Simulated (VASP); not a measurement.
# AgBr (Fm-3m) in VASP: further runs, part 2 of 2

VASP 6.6.1.

**4. Band structure, LDA**

This run uses another cell than the first one, of 22.82 Å³/atom, 0.918 times its volume.

INCAR reads:

```
PREC = Accurate ; ENCUT = 520
EDIFF = 1E-6 ; ISMEAR = 0
SIGMA = 0.03 ; LREAL = F
LASPH = T ; NELM = 80
ALGO = Fast ; ISIF = 2
LWAVE = F ; LCHARG = F
LMAXMIX = 4 ; GGA = CA
NBANDS = 16
```

KPOINTS reads:

```
regular mesh
0
Gamma
  8 8 8
```

POSCAR reads:

```
AgBr                                    
1.0
    0.0000000000      2.8363309775      2.8363309775
    2.8363309775      0.0000000000      2.8363309775
    2.8363309775      2.8363309775      0.0000000000
  Ag              Br            
     1     1
Direct
     1.0000000000000000    0.0000000000000000    1.0000000000000000
     0.5000000000000000    0.5000000000000000    0.5000000000000000
```

KPOINTS_OPT is that of step 3.

Potentials or basis: VASP PAW LDA potentials, release 64 (Ag, Br).

The run is started by

```console
$ cat potpaw_LDA.64/Ag/POTCAR potpaw_LDA.64/Br/POTCAR > POTCAR
$ mpirun -np 1 vasp_std > vasp.out
```

OUTCAR:

```text
PREC = Accurate
   ENCUT = 520
   EDIFF = 1E-6
   ISMEAR = 0
   LREAL = F
   LASPH = T
   NELM = 80
   ISIF = 2
   GGA = CA

 ion  position               nearest neighbor table
   1  0.000  0.000  0.000-   2 2.84   2 2.84   2 2.84   2 2.84   2 2.84   2 2.84
   2  0.500  0.500  0.500-   1 2.84   1 2.84   1 2.84   1 2.84   1 2.84   1 2.84

  LATTYP: Found a face centered cubic cell.
 ALAT       =     5.6726619550

  Lattice vectors:

 A1 = (   0.0000000000,   2.8363309775,   2.8363309775)
 A2 = (   2.8363309775,   0.0000000000,   2.8363309775)
 A3 = (   2.8363309775,   2.8363309775,   0.0000000000)

Analysis of symmetry for initial positions (statically):
=====================================================================
 Subroutine PRICEL returns:
 Original cell was already a primitive cell.

 Routine SETGRP: Setting up the symmetry group for a
 face centered cubic supercell.

 Subroutine GETGRP returns: Found 48 space group operations
 (whereof 48 operations were pure point group operations)
 out of a pool of 48 trial point group operations.

The static configuration has the point symmetry O_h .

Analysis of symmetry for dynamics (positions and initial velocities):
[... 157 lines left out ...]
  ---------------------------------------------------
  free energy    TOTEN  =        -6.39534134 eV

  energy without entropy =       -6.39534134  energy(sigma->0) =       -6.39534134

 E-fermi :   4.1551     XC(G=0): -10.4488

 val. band max:        3.9481704176   @ k =   0.5000   0.0000   0.0000
 cond. band min:       4.3568838942   @ k =   0.0000   0.0000   0.0000
 fundamental gap:      0.4087134766
 Fermi energy:         4.1551045692

 k-point     1 :       0.0000    0.0000    0.0000
  band No.  band energies     occupation
      1     -11.3850      2.00000
      2       0.9214      2.00000
      3       0.9214      2.00000
      4       0.9214      2.00000
      5       0.9217      2.00000
      6       0.9217      2.00000
[... 433 lines left out ...]
      3      -0.4319      2.00000
      4      -0.3880      2.00000
      5       1.2122      2.00000
      6       1.2739      2.00000
[... 8 lines left out ...]
     15      16.5146      0.00000
     16      18.2930      0.00000

 [... further k-points ...]
[... 5 lines left out ...]
  --------------------------------------------------------------------------------------
  -------------------------------------------------------------------------------------
  Total       -0.7314639     -0.7314639     -0.7314639     -0.0000000     -0.0000000      0.0000000
  in kB      -25.6804583    -25.6804583    -25.6804583     -0.0000000     -0.0000000      0.0000000
  external PRESSURE =     -25.6804583 kB  Pullay stress =       0.0000000 kB

 VOLUME and BASIS-vectors are now :
 -----------------------------------------------------------------------------
  energy-cutoff  :      520.00
  volume of cell :       45.64
      direct lattice vectors                 reciprocal lattice vectors
     0.000000000  2.836330977  2.836330977    -0.176284081  0.176284081  0.176284081
     2.836330977  0.000000000  2.836330977     0.176284081 -0.176284081  0.176284081
     2.836330977  2.836330977  0.000000000     0.176284081  0.176284081 -0.176284081

 POSITION                                       TOTAL-FORCE (eV/Angst)
 -----------------------------------------------------------------------------------
      0.00000      0.00000      0.00000         0.000000     -0.000000      0.000000
      2.83633      2.83633      2.83633        -0.000000      0.000000     -0.000000
 -----------------------------------------------------------------------------------
    total drift:                               -0.000000      0.000000      0.000000

  FREE ENERGIE OF THE ION-ELECTRON SYSTEM (eV)
  ---------------------------------------------------
  free  energy   TOTEN  =        -6.3953413351 eV

  energy  without entropy=       -6.3953413351  energy(sigma->0) =       -6.39534134
```

OSZICAR:

```text
N       E                     dE             d eps       ncg     rms          rms(c)
DAV:   1     0.993724318157E+02    0.99372E+02   -0.83307E+03   936   0.995E+02
DAV:   2    -0.290358569881E+01   -0.10228E+03   -0.95008E+02  1136   0.219E+02
DAV:   3    -0.648922905114E+01   -0.35856E+01   -0.35762E+01  1136   0.427E+01
DAV:   4    -0.650854698627E+01   -0.19318E-01   -0.19317E-01  1144   0.340E+00
DAV:   5    -0.650872346462E+01   -0.17648E-03   -0.17648E-03  1120   0.316E-01    0.711E+00
RMM:   6    -0.640410600083E+01    0.10462E+00   -0.21162E-01   932   0.286E+00    0.470E+00
RMM:   7    -0.639666756475E+01    0.74384E-02   -0.18566E-02   961   0.688E-01    0.176E+00
RMM:   8    -0.639539938995E+01    0.12682E-02   -0.15533E-03  1029   0.316E-01    0.193E-01
RMM:   9    -0.639533770676E+01    0.61683E-04   -0.26882E-04  1055   0.118E-01    0.484E-02
RMM:  10    -0.639534102441E+01   -0.33176E-05   -0.26591E-05  1057   0.415E-02    0.232E-02
[... 62 further cycles ...]
DAV:   6    -0.221004427419E+03   -0.94914E-04     1272
DAV:   7    -0.221004429138E+03   -0.17198E-05      984
DAV:   8    -0.221004429285E+03   -0.14714E-06     1048
       N       E                     dE             ncg
DAV:   1     0.789711115502E+04   -0.11291E+05      640
DAV:   2     0.595720331959E+04   -0.19399E+04      808
DAV:   3     0.589870520322E+04   -0.58498E+02      792
DAV:   4     0.589838118265E+04   -0.32402E+00      880
DAV:   5     0.589837792512E+04   -0.32575E-02      808
DAV:   6     0.589837787260E+04   -0.52517E-04      864
DAV:   7     0.589837787168E+04   -0.91871E-06      712
```

stdout:

```text
POSCAR found type information on POSCAR AgBr
 POSCAR found :  2 types and       2 ions
 scaLAPACK will be used
 LDA part: xc-table for (Slater(with rela. corr.)+CA(PZ))
 , standard interpolation
 POSCAR, INCAR and KPOINTS ok, starting setup
 FFT: planning ... GRIDC
 FFT: planning ... GRID_SOFT
 FFT: planning ... GRID
 WAVECAR not read
 entering main loop
 Start KPOINTS_OPT (optional k-point list driver)
k-point batch [1-29\252]
k-point batch [30-58\252]
k-point batch [59-87\252]
k-point batch [88-116\252]
k-point batch [117-145\252]
k-point batch [146-174\252]
k-point batch [175-203\252]
k-point batch [204-232\252]
k-point batch [233-252\252]
```

It took 44 s on 1 thread of Intel Xeon 6975P-C (Granite Rapids), shared host; peak memory 0.17 GiB.

Results:

- Free energy: -6.3953 eV
- Pressure: -2.6 GPa
- Band gap on the k mesh: 0.41 eV, indirect (least direct gap 2.47 eV)
- Band gap along the path: 0.41 eV, indirect (least direct gap 2.47 eV)

Levels at the corners of the path, in eV from the valence-band top:
| point | band 6 | band 7 | band 8 | band 9 | band 10 | band 11 | band 12 | band 13 |
| --- | --- | --- | --- | --- | --- | --- | --- | --- |
| Γ | -3.03 | -2.06 | -2.06 | -2.06 | 0.41 | 9.83 | 9.83 | 9.83 |
| X | -2.85 | -2.56 | -2.56 | -2.44 | 1.29 | 6.86 | 8.99 | 10.98 |
| X | -2.85 | -2.56 | -2.56 | -2.44 | 1.29 | 6.86 | 8.99 | 10.98 |
| W | -2.55 | -2.46 | -2.46 | -1.71 | 3.68 | 6.93 | 7.51 | 7.51 |
| W | -2.55 | -2.46 | -2.46 | -1.71 | 3.68 | 6.93 | 7.51 | 7.51 |
| K | -2.62 | -2.38 | -2.19 | -1.32 | 2.74 | 6.66 | 8.11 | 9.07 |
| K | -2.62 | -2.38 | -2.19 | -1.32 | 2.74 | 6.66 | 8.11 | 9.07 |
| Γ | -3.03 | -2.06 | -2.06 | -2.06 | 0.41 | 9.83 | 9.83 | 9.83 |
| Γ | -3.03 | -2.06 | -2.06 | -2.06 | 0.41 | 9.83 | 9.83 | 9.83 |
| L | -2.68 | -2.32 | 0.00 | 0.00 | 3.40 | 6.51 | 6.51 | 6.62 |
| L | -2.68 | -2.32 | 0.00 | 0.00 | 3.40 | 6.51 | 6.51 | 6.62 |
| U | -2.62 | -2.38 | -2.19 | -1.32 | 2.74 | 6.66 | 8.11 | 9.07 |
| U | -2.62 | -2.38 | -2.19 | -1.32 | 2.74 | 6.66 | 8.11 | 9.07 |
| W | -2.55 | -2.46 | -2.46 | -1.71 | 3.68 | 6.93 | 7.51 | 7.51 |
| W | -2.55 | -2.46 | -2.46 | -1.71 | 3.68 | 6.93 | 7.51 | 7.51 |
| L | -2.68 | -2.32 | 0.00 | 0.00 | 3.40 | 6.51 | 6.51 | 6.62 |
| L | -2.68 | -2.32 | 0.00 | 0.00 | 3.40 | 6.51 | 6.51 | 6.62 |
| K | -2.62 | -2.38 | -2.19 | -1.32 | 2.74 | 6.66 | 8.11 | 9.07 |
| U | -2.62 | -2.38 | -2.19 | -1.32 | 2.74 | 6.66 | 8.11 | 9.07 |
| X | -2.85 | -2.56 | -2.56 | -2.44 | 1.29 | 6.86 | 8.99 | 10.98 |

LDA gaps usually lie below the measured ones, often by a third to a half.

**5. Band structure, PBE, spin-orbit coupling, no magnetisation**

This run uses another cell than the first one, of 22.82 Å³/atom, 0.918 times its volume.

Changes to INCAR since step 4:

```diff
@@ -6,3 +6,5 @@
 LWAVE = F ; LCHARG = F
-LMAXMIX = 4 ; GGA = CA
-NBANDS = 16
+MAGMOM = 0 0 0 0 0 0 ; LORBIT = 11
+LSORBIT = T ; GGA_COMPAT = F
+LMAXMIX = 4 ; GGA = PE
+NBANDS = 30
```

KPOINTS reads:

```
regular mesh
0
Gamma
  6 6 6
```

POSCAR is that of step 4.

KPOINTS_OPT is that of step 4.

Potentials or basis: VASP PAW PBE potentials, release 64 (Ag, Br).

The run is started by

```console
$ cat potpaw_PBE.64/Ag/POTCAR potpaw_PBE.64/Br/POTCAR > POTCAR
$ mpirun -np 1 vasp_ncl > vasp.out
```

It took 3.4 min on 1 thread of Intel Xeon 6975P-C (Granite Rapids), shared host; peak memory 0.31 GiB.

The run converged. Its results:

```yaml
Free_energy: -4.9965 eV
Pressure: 4.2 GPa
Valence_electrons_inside_the_program's_atomic_spheres: Ag 9.76; Br 4.85
```

**6. Summary**

```csv
task,level,potentials or basis,spin,cell,k mesh,cutoff (eV),ions in elastic constants,gap on the mesh (eV),pressure (GPa)
elastic constants,PBE,"VASP PAW PBE potentials, release 64 (Ag, Br)",off,"Fm-3m, 24.86 Å³/atom",8 × 8 × 8,600,relaxed,-,-
band structure,PBE,"VASP PAW PBE potentials, release 64 (Ag, Br)",off,"Fm-3m, 22.82 Å³/atom",8 × 8 × 8,520,-,0.67,4.2
band structure,LDA,"VASP PAW LDA potentials, release 64 (Ag, Br)",off,"Fm-3m, 22.82 Å³/atom",8 × 8 × 8,520,-,0.41,-2.6
band structure,PBE,"VASP PAW PBE potentials, release 64 (Ag, Br)","SOC, no magnetisation","Fm-3m, 22.82 Å³/atom",6 × 6 × 6,520,-,-,4.2
```

Alike in all rows: smearing gaussian 0.03 eV.

Total energies depend on the potentials used, so only differences within one code and one set of settings carry meaning.
